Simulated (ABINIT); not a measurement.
Crystal: MgO.

```
Mg O
1.0
     0.00000    2.09700    2.09700
     2.09700    0.00000    2.09700
     2.09700    2.09700    0.00000
Mg O
1 1
Direct
  0.00000 0.00000 0.00000
  0.50000 0.50000 0.50000
```

The cell is a database's computed one.

Base run:

| Property | Result |
| --- | --- |
| Program | ABINIT 10.8.3 (patched build) |
| Functional | HSE06 |
| Potentials or basis | SPMS NC PBE v1.0 |
| Cutoff | 952 eV |
| k mesh | 8 × 8 × 8 |
| Occupations | fixed |
| Spin | no spin polarisation |

Its results: band gap on the k mesh 6.62 eV, direct.

**Question.** The run is repeated on the same cell with these changes: functional from HSE06 to PBE-EpsX. What comes out?

**Answer.** Band gap on the k mesh 8.03 eV, direct.

Caveats: Libxc's HSE differs a little from that of other programs (some runs).

